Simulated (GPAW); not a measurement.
Crystal: Ag.

```
CELL_PARAMETERS angstrom
0.00000 2.04275 2.04275
2.04275 0.00000 2.04275
2.04275 2.04275 0.00000
ATOMIC_POSITIONS crystal
Ag 0.00000 0.00000 0.00000
```

Program: GPAW 26.7.0. Alike in all runs: cell as given; k mesh 11 × 11 × 11. Hardware: 1 thread of Arm Neoverse V2, with other jobs on the host.

Question: Order these runs on this cell by their wall time, lowest first.
A. task band structure; level PW91+D3(BJ)+U; potentials or basis PAW data sets generated in the run's folder for this functional, lcao:dzp; spin off; U Ag d U = 5.3 eV; smearing fermi-dirac 0.05 eV; band path GXWKGLUWLK,UX; band points 80; U projector left unscaled no; grid spacing 0.16 Å
B. task band structure; level MS2; potentials or basis GPAW PAW data sets (gpaw-data 1.2.1), pw; spin SOC, no magnetisation; cutoff (eV) 600; smearing fermi-dirac 0.05 eV; band path GXWKGLUWLK,UX; band points 100; spin axis theta (degrees) 0; spin axis phi (degrees) 0
C. task single point; level PBE; potentials or basis GPAW PAW data sets (gpaw-data 1.2.1), pw; spin off; cutoff (eV) 600; smearing gaussian 0.021 eV

Answer: C (11 s), B (82 s), A (600 s).

Caveats: spin-orbit coupling was added after a scalar SCF, so levels and gaps hold it while energy, forces, pressure and moments don't (some runs); U without spin polarisation on a metal has little footing (some runs).

Not every run made on this cell is shown here.
